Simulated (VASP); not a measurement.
# Al (Fm-3m) in VASP: a series of runs, part 2 of 2

VASP 6.6.1.

**3. Optical spectrum, LDA**

File INCAR:

```
ALGO     = Fast           # electronic algorithm
CSHIFT   = 0.1          
EDIFF    = 1E-7           # SCF threshold, eV
ENCUT    = 520            # plane-wave cutoff, eV
ISIF     = 2              # what is computed and relaxed
ISMEAR   = 0              # smearing method
LASPH    = T              # aspherical terms in the spheres
LCHARG   = F              # write CHGCAR
LOPTICS  = T              # frequency-dependent dielectric function
LREAL    = F              # projectors in reciprocal space
LWAVE    = F              # write WAVECAR
NBANDS   = 50             # bands
NEDOS    = 2000           # points of the DOS
NELM     = 60             # most SCF steps
PREC     = Accurate       # precision mode
SIGMA    = 0.1            # smearing width, eV
```

File KPOINTS:

```
k-points
0
Gamma
  26 26 26
```

File POSCAR:

```
Al                                      
1.0
    0.0000000000      1.9923607260      1.9923607260
    1.9923607260      0.0000000000      1.9923607260
    1.9923607260      1.9923607260      0.0000000000
  Al            
     1
Direct
     0.0000000000000000    0.0000000000000000    0.0000000000000000
```

Potentials or basis: VASP PAW LDA potentials, release 64 (Al).

Started as:

```sh
> cat potpaw_LDA.64/Al/POTCAR > POTCAR
> mpirun -np 1 vasp_std > vasp.out
```

OUTCAR:

```text
EDIFF = 1E-7
   ENCUT = 520
   ISIF = 2
   ISMEAR = 0
   LASPH = T
   LREAL = F
   NELM = 60
   PREC = Accurate

 ion  position               nearest neighbor table
   1  0.000  0.000  0.000-

  LATTYP: Found a face centered cubic cell.
 ALAT       =     3.9847214520

  Lattice vectors:

 A1 = (   0.0000000000,   1.9923607260,   1.9923607260)
[... 613 lines left out ...]
     0.00000     0.00000     0.00000     0.00000     0.00000     0.00000     0.00000
     1.44476    36.71611    36.71611    36.71611    -0.00000    -0.00000     0.00000
     2.88952     6.23054     6.23054     6.23054     0.00000     0.00000     0.00000
     4.33428     3.47749     3.47749     3.47749     0.00000     0.00000     0.00000
     5.77904     0.88508     0.88508     0.88508    -0.00000     0.00000     0.00000
     7.22380     0.25702     0.25702     0.25702    -0.00000    -0.00000    -0.00000
[... 92 lines left out ...]
   141.58639     0.00001     0.00001     0.00001    -0.00000    -0.00000     0.00000
   143.03115     0.00001     0.00001     0.00001    -0.00000    -0.00000     0.00000

  frequency dependent      REAL DIELECTRIC FUNCTION (independent particle, no local field effects) density-density
     E(ev)        X           Y           Z          XY          YZ          ZX
  --------------------------------------------------------------------------------------------------------------
     0.00000    42.80558    42.80558    42.80558     0.00000    -0.00000    -0.00000
     1.44476    22.39367    22.39367    22.39367     0.00000     0.00000     0.00000
     2.88952    -3.83752    -3.83752    -3.83752     0.00000     0.00000     0.00000
     4.33428    -3.48326    -3.48326    -3.48326    -0.00000     0.00000     0.00000
     5.77904    -2.08401    -2.08401    -2.08401     0.00000     0.00000    -0.00000
     7.22380    -0.79945    -0.79945    -0.79945     0.00000     0.00000     0.00000
[... 92 lines left out ...]
   141.58639     0.99511     0.99511     0.99511     0.00000     0.00000     0.00000
   143.03115     0.99522     0.99522     0.99522     0.00000     0.00000     0.00000

  frequency dependent IMAGINARY DIELECTRIC FUNCTION (independent particle, no local field effects) current-current
     E(ev)      X         Y         Z        XY        YZ        ZX
  --------------------------------------------------------------------------------------------------------------
     0.00000   121.73019   121.73019   121.73019    -0.00000    -0.00000     0.00000
     1.44476    40.58908    40.58908    40.58908     0.00000    -0.00000     0.00000
     2.88952     5.97375     5.97375     5.97375     0.00000     0.00000     0.00000
     4.33428     3.26111     3.26111     3.26111     0.00000     0.00000     0.00000
     5.77904     0.77087     0.77087     0.77087     0.00000    -0.00000    -0.00000
     7.22380     0.20618     0.20618     0.20618     0.00000     0.00000     0.00000
[... 92 lines left out ...]
   141.58639     0.00000     0.00000     0.00000     0.00000     0.00000    -0.00000
   143.03115     0.00000     0.00000     0.00000     0.00000     0.00000    -0.00000

  frequency dependent      REAL DIELECTRIC FUNCTION (independent particle, no local field effects) current-current
     E(ev)        X           Y           Z          XY          YZ          ZX
  --------------------------------------------------------------------------------------------------------------
     0.00000    40.90723    40.90723    40.90723    -0.00000    -0.00000     0.00000
     1.44476    16.63620    16.63620    16.63620     0.00000     0.00000    -0.00000
     2.88952    -4.20466    -4.20466    -4.20466     0.00000     0.00000    -0.00000
     4.33428    -3.65767    -3.65767    -3.65767     0.00000     0.00000    -0.00000
     5.77904    -2.10612    -2.10612    -2.10612     0.00000     0.00000    -0.00000
     7.22380    -0.80077    -0.80077    -0.80077     0.00000     0.00000    -0.00000
[... 92 lines left out ...]
   141.58639     0.99512     0.99512     0.99512     0.00000     0.00000    -0.00000
   143.03115     0.99523     0.99523     0.99523     0.00000     0.00000    -0.00000
```

It took 96 s on 1 thread of Intel Xeon 6975P-C (Granite Rapids), shared host; peak memory 0.37 GiB.

What came out:

```yaml
Free_energy: -4.1938 eV
Pressure: 0.0 GPa
Band_gap_on_the_k_mesh: none (metal or under the smearing width)
```

Dielectric function (mean over the directions given):
```tsv
energy (eV)	real part	imaginary part
0.29	49.25	7.80
0.94	13.87	17.41
1.59	-0.36	41.90
2.31	-18.34	12.31
2.96	-3.63	7.93
3.61	-6.09	1.95
4.33	-3.48	3.48
4.98	-2.50	0.59
5.71	-2.08	1.20
6.36	-1.01	0.29
7.01	-0.95	0.54
7.73	-0.35	0.15
8.38	-0.32	0.22
9.03	0.01	0.12
9.75	0.07	0.13
10.40	0.26	0.08
11.12	0.29	0.08
11.77	0.42	0.06
12.42	0.44	0.06
13.15	0.54	0.05
13.80	0.55	0.04
14.45	0.62	0.04
15.17	0.64	0.03
15.82	0.69	0.04
16.54	0.69	0.02
17.19	0.73	0.03
17.84	0.75	0.02
18.57	0.76	0.03
19.22	0.78	0.02
19.94	0.80	0.02
```

Caveat: independent-particle spectra lack excitons; the intraband (Drude) part of a metal's response may be missing.
